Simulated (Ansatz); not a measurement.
## BeTe (F-43m): thermal expansion under pressure

How does compression alter the response of BeTe to heat?

Calculated with Ansatz 0.2.0; DFT RPBE, scalar-relativistic, plane waves, PAW.

Report form: the programs' logs are mostly left out.

The database entry behind the starting cell differs from later determinations by our own check (an axis about 1.5 % short against later determinations), so it need not match the best structure at ambient conditions.

**1. Set-up**

The structure is cubic, space group F-43m (No. 216). Conventional cell: a = 5.540 Å, b = 5.540 Å, c = 5.540 Å, α = 90.00°, β = 90.00°, γ = 90.00°. Nearest to Be lie 4 Te at 2.40 Å. Nearest to Te lie 4 Be at 2.40 Å. Farther neighbours and most contacts between anions are not listed.

**2. Probe on a coarse mesh**

A cheap single point shows whether the cell is a metal or an insulator and how far it is from rest; that sets the k-mesh and the occupations of what follows.

input.yaml reads:

```yaml
crystal:
  lattice:
    - [0.0, 2.77, 2.77]
    - [2.77, 0.0, 2.77]
    - [2.77, 2.77, 0.0]
  atoms:
    - { symbol: Be, position: [0.0, 0.0, 0.0] }
    - { symbol: Te, position: [0.25, 0.25, 0.25] }
kpoints:
  mp_grid: { grid: [6, 6, 6] }
hamiltonian:
  xc: rpbe
scf:
  occupations: { method: gaussian, width: 0.1 }
output:
  forces: true
  stress: true
  eigenvalues: true
```

Launch:

```sh
$ ansatz run input.yaml --threads 4 --pin off --max-ram 8192MiB --backend cpu --events-out ev --progress --plain --runs-dir out
```

Run time: 0.53 s. Hardware: 4 threads of Arm Neoverse V1, shared host; peak memory 0.29 GiB; 1.4 s of CPU time.

Numbers from this step:

```yaml
pressure: 6.030 GPa
gap_on_the_k_mesh: 1.950 eV
volume_per_atom: 21.25 Å³
```

The start is under 6.0 GPa at this level and looks like an insulator or semiconductor on this mesh.

**3. Finding the static equilibrium**

Phonons are second derivatives about a minimum, so cell and atoms are relaxed first, inside the symmetry of the start.

input.yaml, the sections that differ from step 2:

```yaml
kpoints:
  mp_grid: { grid: [8, 8, 8] }
scf:
  occupations: { method: gaussian, width: 0.02 }
output:
  forces: true
  stress: true
  eigenvalues: true
  write_density: true
  write_potential: true
  elf: true
  volumetric_format: npy
relax:
  adjacent_minimum: "off"
  f_tol: 0.005
  max_steps: 80
  cell: { stress_tol: 0.05 }
# crystal, hamiltonian: as in step 2
```

The job ended after 3.5 s (4 threads; peak memory 0.35 GiB; 12 s of CPU time).

Step by step:

| step | energy less that of the first step (eV) | largest force component (eV/Å) | pressure (GPa) | volume (Å³) |
| --- | --- | --- | --- | --- |
| 1 | 0.0000 | 0.0000 | 5.98 | 42.51 |
| 2 | -0.0668 | 0.0000 | -1.26 | 47.89 |
| 3 | -0.0716 | 0.0000 | -0.17 | 46.86 |
| 4 | -0.0717 | 0.0000 | 0.01 | 46.69 |
| 5* | -0.0724 | 0.0000 | 0.01 | 46.69 |

Relaxation steps marked * repeat the geometry before them on a plane-wave basis chosen anew for their cell, so energy and pressure can jump there.

The run keeps the 24 symmetry operations that it works with, so distortions that break them were not tested.

| conventional cell, symmetrised | before | after | change |
| --- | --- | --- | --- |
| a (Å) | 5.540 | 5.716 | +3.2 % |
| b (Å) | 5.540 | 5.716 | +3.2 % |
| c (Å) | 5.540 | 5.716 | +3.2 % |
| volume (Å³/atom) | 21.25 | 23.35 | +9.8 % |

Final coordinates:

```
Be Te
1.0
     0.00000    2.85810    2.85810
     2.85810    0.00000    2.85810
     2.85810    2.85810    0.00000
Be Te
1 1
Direct
  0.00000 0.00000 0.00000
  0.25000 0.25000 0.25000
```

Numbers from this step:

* pressure: 0.01198 GPa
* gap on the k-mesh: 2.193 eV
* volume per atom: 23.35 Å³

ELF in the ac plane of a cell with a along [110], b along [-110] and c along [001] of the cube at fractional y = 0.000, with atoms of Be and Te within 0.2 Å of it. It is the smooth field of the valence electrons, not physical close to the nuclei.

Ten even steps from '0' (0.00) to '9' (0.87), each cell a mean:
```
03898668983016987678961
27986556897249975457994
48973114797469852125896
36752002576347640004774
14652002564136641014662
03664334652014653235641
01466556641002566566520
00146666410000356765200
00012442100000023432000
00000110000000000100000
10000000000100000000000
21100000011221000000012
33100000013332100000123
33210000123332110001123
01222222221012222222221
00466666640002566666520
```
Columns run along a (8.1 Å), rows up along c (5.7 Å), edges of the conventional cell, whose origin can differ from the input's. Atoms in or near the plane, at fractional coordinates: Be at (0.50, 0.00), Be at (0.00, 0.00), Te at (0.75, 0.75), Te at (0.25, 0.75).

Electrostatic potential energy in the ac plane of a cell with a along [110], b along [-110] and c along [001] of the cube at fractional y = 0.000, with atoms of Be and Te within 0.2 Å of it. With pseudopotentials it is smooth inside the atoms' cores, unlike the true potential.

Ten even steps from '0' (-24 eV) to '9' (36 eV), each cell a mean:
```
01444444440002444444420
23442222443224432223442
44423773244444326862344
55426996245555339993355
55425995245555338983355
55432442355555423532455
55543223455555543234555
55555445555555555455555
55555555555555555555555
55555555555555555555555
55555555555555555555555
55555555555555555555555
55555555555555555555555
34555555554344555555544
02455555542013555555431
00355555530002455555420
```
Columns run along a (8.1 Å; values clipped at the 3rd and 97th percentile), rows up along c (5.7 Å), edges of the conventional cell, whose origin can differ from the input's. Atoms in or near the plane, at fractional coordinates: Be at (0.50, 0.00), Be at (0.00, 0.00), Te at (0.75, 0.75), Te at (0.25, 0.75).

Valence density in the ac plane of a cell with a along [110], b along [-110] and c along [001] of the cube at fractional y = 0.000, with atoms of Be and Te within 0.2 Å of it. It is the smooth field of the valence electrons, not physical close to the nuclei.

Values in e/Å³, 9 rows by 16 columns, each cell a mean:
```
 0  0  0  1  1  0  0  0  0  0  0  1  1  0  0  0
 0  0  1  6  8  2  0  0  0  0  1  6  8  2  0  0
 0  0  1  8 11  2  0  0  0  0  1  8 11  2  0  0
 0  0  0  1  1  0  0  0  0  0  0  1  1  0  0  0
 0  0  0  0  0  0  0  0  0  0  0  0  0  0  0  0
 0  0  0  0  0  0  0  0  0  0  0  0  0  0  0  0
 0  0  0  0  0  0  0  0  0  0  0  0  0  0  0  0
 0  0  0  0  0  0  0  0  0  0  0  0  0  0  0  0
 0  0  0  0  0  0  0  0  0  0  0  0  0  0  0  0
```
Columns run along a (8.1 Å), rows up along c (5.7 Å), edges of the conventional cell, whose origin can differ from the input's. Atoms in or near the plane, at fractional coordinates: Be at (0.50, 0.00), Be at (0.00, 0.00), Te at (0.75, 0.75), Te at (0.25, 0.75).

The relaxation ends with a pressure of 0.01 GPa.

**4. A second relaxation**

The relaxation is run once more from where the first one ended, as the script does after a large change of volume or of the gap, with mesh and occupations reviewed.

input.yaml, as its differences from that of step 3:

```diff
@@ -2,5 +2,5 @@
   lattice:
-    - [0.0, 2.77, 2.77]
-    - [2.77, 0.0, 2.77]
-    - [2.77, 2.77, 0.0]
+    - [0.0, 2.8581015448, 2.8581015448]
+    - [2.8581015448, 0.0, 2.8581015448]
+    - [2.8581015448, 2.8581015448, 0.0]
   atoms:
```

It took 1.6 s on 4 threads; peak memory 0.34 GiB; 5.1 s of CPU time.

Little changed from the start: no atom moved by 0.005 Å and no cell edge by 0.1 %.

This step gave:

```
pressure : 0.01200 GPa
```

ELF in the ac plane of a cell with a along [110], b along [-110] and c along [001] of the cube at fractional y = 0.000, with atoms of Be and Te within 0.2 Å of it. It is the smooth field of the valence electrons, not physical close to the nuclei.

Ten even steps from '0' (0.00) to '9' (0.87), each cell a mean:
```
03898668983016987678961
27986556897249975457994
48973114797469852125896
36752002576347640004774
14652002564136641014662
03664334652014653235641
01466556641002566566520
00146666410000356765200
00012442100000023432000
00000110000000000100000
10000000000100000000000
21100000011221000000012
33100000013332100000123
33210000123332110001123
01222222221012222222221
00466666640002566666520
```
Columns run along a (8.1 Å), rows up along c (5.7 Å), edges of the conventional cell, whose origin can differ from the input's. Atoms in or near the plane, at fractional coordinates: Be at (0.50, 0.00), Be at (0.00, 0.00), Te at (0.75, 0.75), Te at (0.25, 0.75).

Valence density in the ac plane of a cell with a along [110], b along [-110] and c along [001] of the cube at fractional y = 0.000, with atoms of Be and Te within 0.2 Å of it. It is the smooth field of the valence electrons, not physical close to the nuclei.

Values in e/Å³, 9 rows by 16 columns, each cell a mean:
```
 0  0  0  1  1  0  0  0  0  0  0  1  1  0  0  0
 0  0  1  6  8  2  0  0  0  0  1  6  8  2  0  0
 0  0  1  8 11  2  0  0  0  0  1  8 11  2  0  0
 0  0  0  1  1  0  0  0  0  0  0  1  1  0  0  0
 0  0  0  0  0  0  0  0  0  0  0  0  0  0  0  0
 0  0  0  0  0  0  0  0  0  0  0  0  0  0  0  0
 0  0  0  0  0  0  0  0  0  0  0  0  0  0  0  0
 0  0  0  0  0  0  0  0  0  0  0  0  0  0  0  0
 0  0  0  0  0  0  0  0  0  0  0  0  0  0  0  0
```
Columns run along a (8.1 Å), rows up along c (5.7 Å), edges of the conventional cell, whose origin can differ from the input's. Atoms in or near the plane, at fractional coordinates: Be at (0.50, 0.00), Be at (0.00, 0.00), Te at (0.75, 0.75), Te at (0.25, 0.75).

Electrostatic potential energy in the ac plane of a cell with a along [110], b along [-110] and c along [001] of the cube at fractional y = 0.000, with atoms of Be and Te within 0.2 Å of it. With pseudopotentials it is smooth inside the atoms' cores, unlike the true potential.

Ten even steps from '0' (-24 eV) to '9' (36 eV), each cell a mean:
```
01444444440002444444420
23442222443224432223442
44423773244444326862344
55426996245555339993355
55425995245555338983355
55432442355555423532455
55543223455555543234555
55555445555555555455555
55555555555555555555555
55555555555555555555555
55555555555555555555555
55555555555555555555555
55555555555555555555555
34555555554344555555544
02455555542013555555431
00355555530002455555420
```
Columns run along a (8.1 Å; values clipped at the 3rd and 97th percentile), rows up along c (5.7 Å), edges of the conventional cell, whose origin can differ from the input's. Atoms in or near the plane, at fractional coordinates: Be at (0.50, 0.00), Be at (0.00, 0.00), Te at (0.75, 0.75), Te at (0.25, 0.75).

**5. Relaxing to small residual forces and stress**

The relaxation is repeated with tighter thresholds on force and stress, since phonons are sensitive to what is left; a change of mesh or smearing in the input moves the cell too.

input.yaml, the sections that differ from step 4:

```yaml
scf:
  occupations: { method: fixed }
output:
  forces: true
  stress: true
  eigenvalues: true
relax:
  adjacent_minimum: "off"
  f_tol: 0.001
  max_steps: 60
  cell: { stress_tol: 0.01 }
# crystal, kpoints, hamiltonian: as in step 4
```

Wall time 2 s (4 threads); peak memory 0.34 GiB; 6.7 s of CPU time.

Little changed from the start: no atom moved by 0.005 Å and no cell edge by 0.1 %.

Numbers from this step:

```yaml
pressure: -0.004751 GPa
```

The residual pressure is -0.0048 GPa, small enough for phonons.

**6. A faulty attempt**

This input was changed on purpose, to see how the program answers.

input.yaml reads:

```yaml
crystal:
  lattice:
    - [0.0, 2.8584041238, 2.8584041238]
    - [2.8584041238, 0.0, 2.8584041238]
    - [2.8584041238, 2.8584041238, 0.0]
  atoms:
    - { symbol: Be, position: [0.0, 0.0, 0.0] }
    - { symbol: Te, position: [0.25, 0.25, 0.25] }
kpoints:
  mp_grid: { grid: [8, 8, 8] }
hamiltonian:
  xc: rpbe
scf:
  occupations: { method: fixed }
  max_iter: 60
output:
  eigenvalues: true
phonons:
  method: dfpt
  qmesh: [4, 4, 4]
  temperatures: { t_max: 500, t_step: -50 }
  thermal_expansion: {}
```

The job ended after 0.03 s (4 threads; peak memory 0.032 GiB).

The program refused the input before any cycle.

The program's message: “Error: invalid value for `phonons.temperatures.t_step`: must be finite and > 0; got -50 K”

The fault put into the input: a negative temperature step.

**7. Relaxation under pressure, pressure 2 GPa**

The study at pressure needs a start near its own equilibrium, so the cell is first relaxed to that pressure.

input.yaml, the sections that differ from step 6:

```yaml
scf:
  occupations: { method: fixed }
output:
  forces: true
  stress: true
  eigenvalues: true
relax:
  adjacent_minimum: "off"
  f_tol: 0.001
  max_steps: 60
  cell: { stress_tol: 0.05, p_target: 2.0 }
# crystal, kpoints, hamiltonian: as in step 6
# phonons: removed
```

It took 3.3 s on 4 threads; peak memory 0.34 GiB.

Relaxation path:

| step | energy less that of the first step (eV) | largest force component (eV/Å) | pressure (GPa) | volume (Å³) |
| --- | --- | --- | --- | --- |
| 1 | 0.0000 | 0.0000 | 0.00 | 46.71 |
| 2 | 0.0228 | 0.0000 | 3.17 | 44.25 |
| 3 | 0.0091 | 0.0000 | 1.94 | 45.13 |
| 4 | 0.0096 | 0.0000 | 2.00 | 45.08 |
| 5* | 0.0098 | 0.0000 | 2.00 | 45.08 |

Relaxation steps marked * repeat the geometry before them on a plane-wave basis chosen anew for their cell, so energy and pressure can jump there.

The run keeps the 24 symmetry operations that it works with, so distortions that break them were not tested.

| conventional cell, symmetrised | before | after | change |
| --- | --- | --- | --- |
| a (Å) | 5.717 | 5.650 | -1.2 % |
| b (Å) | 5.717 | 5.650 | -1.2 % |
| c (Å) | 5.717 | 5.650 | -1.2 % |
| volume (Å³/atom) | 23.35 | 22.54 | -3.5 % |

The relaxed structure:

```
Be Te
1.0
     0.00000    2.82485    2.82485
     2.82485    0.00000    2.82485
     2.82485    2.82485    0.00000
Be Te
1 1
Direct
  0.00000 0.00000 0.00000
  0.25000 0.25000 0.25000
```

This step gave:

```
pressure          : 1.996 GPa
gap on the k-mesh : 2.106 eV
volume per atom   : 22.54 Å³
```

The cell shrank by 3.5 % in volume.

**8. Phonons on strained cells, pressure 2 GPa**

Thermal expansion follows from how the free energy of the vibrations (and of the electrons in a metal) changes with strain, so the program makes strained cells, their phonons and a fit in one run.

input.yaml reads:

```yaml
crystal:
  lattice:
    - [0.0, 2.8248503266, 2.8248503266]
    - [2.8248503266, 0.0, 2.8248503266]
    - [2.8248503266, 2.8248503266, 0.0]
  atoms:
    - { symbol: Be, position: [0.0, 0.0, 0.0] }
    - { symbol: Te, position: [0.25, 0.25, 0.25] }
kpoints:
  mp_grid: { grid: [8, 8, 8] }
hamiltonian:
  xc: rpbe
scf:
  occupations: { method: fixed }
output:
  eigenvalues: true
phonons:
  method: dfpt
  qmesh: [4, 4, 4]
  temperatures: { t_max: 800.0, t_step: 50 }
  thermal_expansion: { pressure: 2.0 }
```

Run time: 7.6 min. Hardware: 4 threads; peak memory 1.2 GiB.

This step gave:

| Quantity | Value |
| --- | --- |
| pressure | 1.995 GPa |
| volume expansion coefficient at 298 K | 23.02 1e-6/K |
| C_P at 298 K | 20.85 J/mol-atom/K |
| entropy at 298 K | 26.64 J/mol-atom/K |
| isothermal bulk modulus at 298 K | 58.13 GPa |
| Grüneisen parameter at 298 K | 0.8864 |
| volume at 298 K | 22.80 Å³/atom |
| principal linear expansion coefficients at 298 K | 7.672, 7.672, 7.672 1e-6/K |

Strained cells of the study; zero-point energy where phonons were solved; the pressures are stresses at a fixed cutoff and can carry an offset from the finite basis. Expansion cells, by row:

| cell | \|a\| (Å) | \|b\| (Å) | \|c\| (Å) | V (Å³/atom) | E - E_lowest (meV/atom) | pressure, compression positive (GPa) | gap (eV) | zero-point energy (meV/atom) |
| --- | --- | --- | --- | --- | --- | --- | --- | --- |
| 1 | 3.995 | 3.995 | 3.995 | 22.54 | 4.898 | 1.99 | 2.106 | - |
| 2 | 4.027 | 4.027 | 4.027 | 23.09 | 0.503 | 0.609 | 2.165 | - |
| 3 | 3.963 | 3.963 | 3.963 | 22.01 | 14 | 3.504 | 2.044 | - |
| 4 | 3.995 | 3.995 | 3.995 | 22.54 | 4.868 | 1.983 | 2.106 | 52.41 |
| 5 | 4.015 | 4.015 | 4.015 | 22.88 | 1.593 | 1.104 | 2.144 | 51.41 |
| 6 | 4.026 | 4.026 | 4.026 | 23.07 | 0.553 | 0.639 | 2.164 | 50.86 |
| 7 | 4.042 | 4.042 | 4.042 | 23.34 | 0 | 0.012 | 2.192 | 50.09 |
| 8 | 3.955 | 3.955 | 3.955 | 21.88 | 17 | 3.9 | 2.029 | - |
| 9 | 3.975 | 3.975 | 3.975 | 22.21 | 9.987 | 2.914 | 2.068 | - |
| 10 | 4.065 | 4.065 | 4.065 | 23.75 | 1.107 | -0.875 | 2.233 | - |

Quasi-harmonic; a, b, c are the run's own cell vectors. Expansion, by row:

| T (K) | a (Å) | b (Å) | c (Å) | alpha (deg) | beta (deg) | gamma (deg) | cell volume (Å³/cell) | alpha_a (1e-6/K) | alpha_b (1e-6/K) | alpha_c (1e-6/K) | alpha_V (1e-6/K) | C_P (J/mol-atom/K) | C_V (J/mol-atom/K) | S (J/mol-atom/K) | B_T (GPa) | B_S (GPa) | Grueneisen | extrapolation | fit error (1e-6/K) |
| --- | --- | --- | --- | --- | --- | --- | --- | --- | --- | --- | --- | --- | --- | --- | --- | --- | --- | --- | --- |
| 0 | 4.005 | 4.005 | 4.005 | 60 | 60 | 60 | 45.44 | 0 | 0 | 0 | 0 | 0 | 0 | 0 | 59.4 | 59.4 | - | 0 | 0 |
| 50 | 4.005 | 4.005 | 4.005 | 60 | 60 | 60 | 45.44 | 0.91 | 0.91 | 0.91 | 2.74 | 6.251 | 6.251 | 3.169 | 59.37 | 59.38 | 0.356 | 0 | 0 |
| 100 | 4.006 | 4.006 | 4.006 | 60 | 60 | 60 | 45.45 | 2.32 | 2.32 | 2.32 | 6.97 | 11.07 | 11.06 | 9.181 | 59.26 | 59.28 | 0.511 | 0 | 0 |
| 150 | 4.006 | 4.006 | 4.006 | 60 | 60 | 60 | 45.47 | 4.09 | 4.09 | 4.09 | 12.26 | 14.6 | 14.58 | 14.35 | 59.06 | 59.13 | 0.68 | 0 | 0.01 |
| 200 | 4.007 | 4.007 | 4.007 | 60 | 60 | 60 | 45.51 | 5.68 | 5.68 | 5.68 | 17.03 | 17.44 | 17.4 | 18.96 | 58.78 | 58.94 | 0.788 | 0 | 0.01 |
| 250 | 4.009 | 4.009 | 4.009 | 60 | 60 | 60 | 45.55 | 6.86 | 6.86 | 6.86 | 20.57 | 19.48 | 19.39 | 23.09 | 58.46 | 58.71 | 0.85 | 0 | 0.01 |
| 298.1 | 4.01 | 4.01 | 4.01 | 60 | 60 | 60 | 45.6 | 7.67 | 7.67 | 7.67 | 23.01 | 20.85 | 20.72 | 26.64 | 58.13 | 58.48 | 0.886 | 0 | 0.01 |
| 300 | 4.01 | 4.01 | 4.01 | 60 | 60 | 60 | 45.6 | 7.7 | 7.7 | 7.7 | 23.09 | 20.89 | 20.76 | 26.77 | 58.12 | 58.47 | 0.887 | 0 | 0.01 |
| 350 | 4.012 | 4.012 | 4.012 | 60 | 60 | 60 | 45.65 | 8.31 | 8.31 | 8.31 | 24.93 | 21.89 | 21.72 | 30.07 | 57.76 | 58.22 | 0.911 | 0 | 0.02 |
| 400 | 4.013 | 4.013 | 4.013 | 60 | 60 | 60 | 45.71 | 8.77 | 8.77 | 8.77 | 26.3 | 22.61 | 22.39 | 33.04 | 57.39 | 57.96 | 0.928 | 0 | 0.02 |
| 450 | 4.015 | 4.015 | 4.015 | 60 | 60 | 60 | 45.77 | 9.12 | 9.12 | 9.12 | 27.37 | 23.15 | 22.88 | 35.74 | 57.02 | 57.68 | 0.94 | 0 | 0.01 |
| 500 | 4.017 | 4.017 | 4.017 | 60 | 60 | 60 | 45.84 | 9.41 | 9.41 | 9.41 | 28.23 | 23.56 | 23.25 | 38.2 | 56.65 | 57.41 | 0.949 | 0 | 0.01 |
| 550 | 4.019 | 4.019 | 4.019 | 60 | 60 | 60 | 45.9 | 9.65 | 9.65 | 9.65 | 28.95 | 23.89 | 23.53 | 40.46 | 56.27 | 57.13 | 0.957 | 0 | 0.01 |
| 600 | 4.021 | 4.021 | 4.021 | 60 | 60 | 60 | 45.97 | 9.85 | 9.85 | 9.85 | 29.56 | 24.16 | 23.75 | 42.55 | 55.89 | 56.84 | 0.963 | 0 | 0.01 |
| 650 | 4.023 | 4.023 | 4.023 | 60 | 60 | 60 | 46.04 | 10.03 | 10.03 | 10.03 | 30.1 | 24.38 | 23.92 | 44.49 | 55.51 | 56.56 | 0.968 | 0 | 0.01 |
| 700 | 4.025 | 4.025 | 4.025 | 60 | 60 | 60 | 46.11 | 10.2 | 10.2 | 10.2 | 30.59 | 24.56 | 24.06 | 46.31 | 55.12 | 56.27 | 0.973 | 0 | 0.02 |
| 750 | 4.027 | 4.027 | 4.027 | 60 | 60 | 60 | 46.18 | 10.34 | 10.34 | 10.34 | 31.03 | 24.72 | 24.17 | 48.01 | 54.73 | 55.98 | 0.977 | 0 | 0.02 |
| 800 | 4.029 | 4.029 | 4.029 | 60 | 60 | 60 | 46.25 | 10.48 | 10.48 | 10.48 | 31.45 | 24.86 | 24.27 | 49.61 | 54.34 | 55.68 | 0.981 | 0 | 0.04 |

Expansion coefficient against temperature; values in 1e-6/K:

| temperature (K) | volume | principal 1 |
| --- | --- | --- |
| 0 | 0 | 0 |
| 50 | 2.74 | 0.91 |
| 100 | 6.97 | 2.32 |
| 150 | 12.3 | 4.09 |
| 200 | 17.0 | 5.68 |
| 250 | 20.6 | 6.86 |
| 298 | 23.0 | 7.67 |
| 300 | 23.1 | 7.7 |
| 350 | 24.9 | 8.31 |
| 400 | 26.3 | 8.77 |
| 450 | 27.4 | 9.12 |
| 500 | 28.2 | 9.41 |
| 550 | 28.9 | 9.65 |
| 600 | 29.6 | 9.85 |
| 650 | 30.1 | 10.0 |
| 700 | 30.6 | 10.2 |
| 750 | 31.0 | 10.3 |
| 800 | 31.4 | 10.5 |

At 298 K the volume expansion is 23.0 × 10⁻⁶/K and B_T is 58.1 GPa. The program raised the cutoff to 487.2 eV by itself: with no cutoff typed, the study takes about 1.16 times the default for its relaxations and scales it with the volume for the phonons.

(Continued in part 2 of 2.)

[Logs are printed without paths, hosts, clocks, repeated set-up lines and the standing remarks that a program may print on its own settings, such as how far it seeks lower states.]

[Hosts, paths, dates, database ids (printed as entryN), source tags and the programs' standing remarks are cut or masked in the printed files.]

[A step with changed settings may run another functional than the one named; its input shows which.]
